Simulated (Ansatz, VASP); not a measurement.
Two plane-wave programs on WC (Qusongite)

INCAR

```
SYSTEM = WC
ALGO = Normal
EDIFF = 1E-6
ENCUT = 520
GGA = PE
ISIF = 2
ISMEAR = 0
LASPH = .TRUE.
LCHARG = .FALSE.
LREAL = .FALSE.
LWAVE = .FALSE.
NBANDS = 16
NELM = 100
PREC = Accurate
SIGMA = 0.1
```

The input KPOINTS:

```
k-points
0
G
  18 18 14
  0 0 0
```

The input POSCAR:

```
WC
1.0
    2.9216789202      0.0000000000      0.0000000000
   -1.4608394601      2.5302481666      0.0000000000
    0.0000000000      0.0000000000      2.8470525734
W C
1 1
Direct
    0.0000000000      0.0000000000      0.0000000000
    0.6666666667      0.3333333333      0.5000000000
```

Input for Ansatz:

```yaml
crystal:
  lattice:
    - [2.9216789202, 0.0, 0.0]
    - [-1.4608394601, 2.5302481666, 0.0]
    - [0.0, 0.0, 2.8470525735]
  atoms:
    - { symbol: W, position: [0.0, 0.0, 0.0] }
    - { symbol: C, position: [0.6666666667, 0.3333333333, 0.5] }
basis:
  ecutwfc: 420
kpoints:
  mp_grid: { grid: [18, 18, 14] }
  band_path:
    path:
      - [[0.0, 0.0, 0.0], [0.5, 0.0, 0.0], [0.33333333, 0.33333333, 0.0], [0.0, 0.0, 0.0], [0.0, 0.0, 0.5], [0.5, 0.0, 0.5], [0.33333333, 0.33333333, 0.5], [0.0, 0.0, 0.5]]
      - [[0.5, 0.0, 0.5], [0.5, 0.0, 0.0]]
      - [[0.33333333, 0.33333333, 0.5], [0.33333333, 0.33333333, 0.0]]
    npoints: 14
hamiltonian:
  xc: pbe
scf:
  occupations: { method: gaussian, width: 0.1 }
  n_extra_bands: 6
output:
  forces: true
  stress: true
  eigenvalues: true
  populations: true
  dos: { projected: true, de: 0.02, nscf_kmesh: { grid: [27, 27, 21] } }
  bader: true
  write_density: true
  write_potential: true
  elf: true
  volumetric_format: npy
```

Alike in both runs: task single point; functional PBE; k mesh 18 × 18 × 14; occupations gaussian, width 0.1 eV; no spin polarisation.

|  | VASP | Ansatz |
| --- | --- | --- |
| version | VASP 6.6.1 | Ansatz 0.2.0 |
| potentials or method | VASP PAW PBE potentials, release 64 (W_sv, C) | scalar-relativistic, plane waves, PAW |
| plane-wave cutoff (eV) | 520 | 420 |
| valence electrons in the cell | 18 | 18 |

|  | VASP | Ansatz | Ansatz less VASP |
| --- | --- | --- | --- |
| gap on the k mesh at the Fermi level (eV) | none | none | - |
| pressure (GPa) | 1.1 | 0.0 | -1.05 |
| largest component of the traceless stress (GPa) | 0.19 | 0.01 | -0.182 |

A gap of «none» marks a metal or a gap that the smearing closes.

The runs have no spin-orbit coupling, so splittings on W are missing.
